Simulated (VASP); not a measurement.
**NaCl in VASP 6.6.1, single-point calculation**

INCAR

```
ISMEAR = -1
NBANDS = 14
PREC = Accurate
LREAL = .FALSE.
NSW = 0
ENCUT = 520
LCHARG = .FALSE.
GGA = PS
IBRION = -1
SIGMA = 0.02
LASPH = .TRUE.
LWAVE = .FALSE.
NELM = 120
EDIFF = 1E-7
ISIF = 2
```

KPOINTS

```
KPOINTS created by Atomic Simulation Environment
0
Gamma
8 8 8
0 0 0
```

POSCAR

```
Na Cl
 1.0000000000000000
     0.0000000000000000    2.8587528019000001    2.8587528019000001
     2.8587528019000001    0.0000000000000000    2.8587528019000001
     2.8587528019000001    2.8587528019000001    0.0000000000000000
 Na  Cl
   1   1
Cartesian
  0.0000000000000000  0.0000000000000000  0.0000000000000000
  2.8587528019000001  2.8587528019000001  2.8587528019000001
```

The recommended PBE PAW datasets give the neutral cell 14 valence electrons.

Command

```
mpirun -np 1 vasp_std
```

**Question.** Predict the outcome of this run.

**Answer.** It converged. Results: gap between bands v and c on the k mesh 4.79 eV; least direct gap on the k mesh 4.79 eV; pressure -1.4 GPa. Band v is the last that the valence electrons fill when counted band by band, and c is the next.

OSZICAR

```
N       E                     dE             d eps       ncg     rms          rms(c)
DAV:   1     0.994008993194E+02    0.99401E+02   -0.70185E+03   820   0.995E+02
DAV:   2     0.111907166001E+01   -0.98282E+02   -0.90428E+02   880   0.262E+02
DAV:   3    -0.701693166048E+01   -0.81360E+01   -0.80863E+01  1076   0.715E+01
DAV:   4    -0.715544466687E+01   -0.13851E+00   -0.13845E+00   932   0.100E+01
DAV:   5    -0.715865939929E+01   -0.32147E-02   -0.32143E-02  1054   0.153E+00    0.190E+00
DAV:   6    -0.699342738114E+01    0.16523E+00   -0.27511E-01   998   0.347E+00    0.135E+00
DAV:   7    -0.698276117938E+01    0.10666E-01   -0.63186E-02  1136   0.160E+00    0.920E-01
DAV:   8    -0.698674933094E+01   -0.39882E-02   -0.83539E-03   908   0.807E-01    0.278E-01
DAV:   9    -0.698665300026E+01    0.96331E-04   -0.19469E-04  1022   0.105E-01    0.187E-01
DAV:  10    -0.698670483790E+01   -0.51838E-04   -0.37798E-04   938   0.111E-01    0.714E-02
DAV:  11    -0.698669094174E+01    0.13896E-04   -0.26510E-05  1070   0.352E-02    0.230E-02
DAV:  12    -0.698668983520E+01    0.11065E-05   -0.43076E-06   944   0.120E-02    0.129E-03
DAV:  13    -0.698669013116E+01   -0.29596E-06   -0.14905E-07  1058   0.252E-03    0.709E-04
DAV:  14    -0.698669003112E+01    0.10004E-06   -0.21418E-08   646   0.994E-04    0.110E-03
DAV:  15    -0.698669004974E+01   -0.18612E-07   -0.50469E-09   550   0.493E-04
   1 F= -.69866900E+01 E0= -.69866900E+01  d E =-.398321E-11
```

Standard output (part)

```
POSCAR found type information on POSCAR NaCl
 POSCAR found :  2 types and       2 ions
 LDA part: xc-table for (Slater+PW92), standard interpolation
 POSCAR, INCAR and KPOINTS ok, starting setup
 WAVECAR not read
 entering main loop
```

For comparison, a separate PBE run of the intended cell, on usual settings and not on those above, gives a gap of 4.95 eV on its mesh and a pressure of -0.3 GPa.
